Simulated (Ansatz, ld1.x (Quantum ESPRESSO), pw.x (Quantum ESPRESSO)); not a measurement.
What a changed setting does to a pw.x run (bcc P)

Potential: norm-conserving Troullier–Martins (Kleinman–Bylander form), ld1.x (Quantum ESPRESSO) 7.5, PBE; core [Ne], reference 3s2 3p3; waves: 3p (bound): rc 1.70 bohr; 3d channel at 0.05 Ry: rc 1.80 bohr; 3s (bound): rc 1.70 bohr; local part: the s channel; core correction: none.

The reference run (k-mesh 15³, cutoffs 55/220 Ry, Fermi–Dirac 0.01 Ry, mixing_beta 0.4, conv_thr 1e-9, no spin) gives -0.68 GPa at 14.308 Å³/atom, where all-electron LAPW gives -0.58 GPa. This run, with its own iteration cap, changes degauss to 0, a wrong or extreme entry chosen on purpose.

```
&control
  calculation='scf', prefix='x', pseudo_dir='./', outdir='./tmp', tstress=.true., disk_io='none'
/
&system
  ibrav=0, nat=1, ntyp=1, ecutwfc=55, ecutrho=220, nbnd=9,
  occupations='smearing', smearing='fd', degauss=0
/
&electrons
  conv_thr=1e-09, mixing_beta=0.4, electron_maxstep=70
/
ATOMIC_SPECIES
P 1.0 P.UPF
CELL_PARAMETERS angstrom
  -1.52934798 1.52934798 1.52934798
  1.52934798 -1.52934798 1.52934798
  1.52934798 1.52934798 -1.52934798
ATOMIC_POSITIONS crystal
P 0.0000 0.0000 0.0000
K_POINTS automatic
15 15 15 0 0 0
```

```bash
pw.x < P.scf.in > P.scf.out
```

Question: How does the run end?

Answer: It stops with "set_occupations: smearing requires a value for gaussian broadening (degauss)".

```
Error in routine  set_occupations (1):
      smearing requires a value for gaussian broadening (degauss)
```
